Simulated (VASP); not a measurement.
CdS (Greenockite):

```xyz
4
Lattice="4.1315 0.0000 0.0000 -2.0657 3.5780 0.0000 0.0000 0.0000 6.7246" Properties=species:S:1:pos:R:3 pbc="T T T"
Cd    0.0000    2.3853    6.7200
Cd    2.0657    1.1927    3.3577
S     0.0000    2.3853    2.5263
S     2.0657    1.1927    5.8886
```

Base run:

```yaml
Program: VASP 6.6.1
Functional: TB-mBJ
Potentials_or_basis: VASP PAW PBE potentials, release 64 (Cd, S)
Cutoff: 520 eV
k_mesh: 9 × 9 × 4
Occupations: gaussian, width 0.03 eV
Spin: no spin polarisation
```

Its results: band gap on the k mesh 2.73 eV, direct.

Task: The run is repeated on the same cell with these changes: functional from TB-mBJ to r2SCAN. What comes out?

Result: Band gap on the k mesh 1.68 eV, direct.
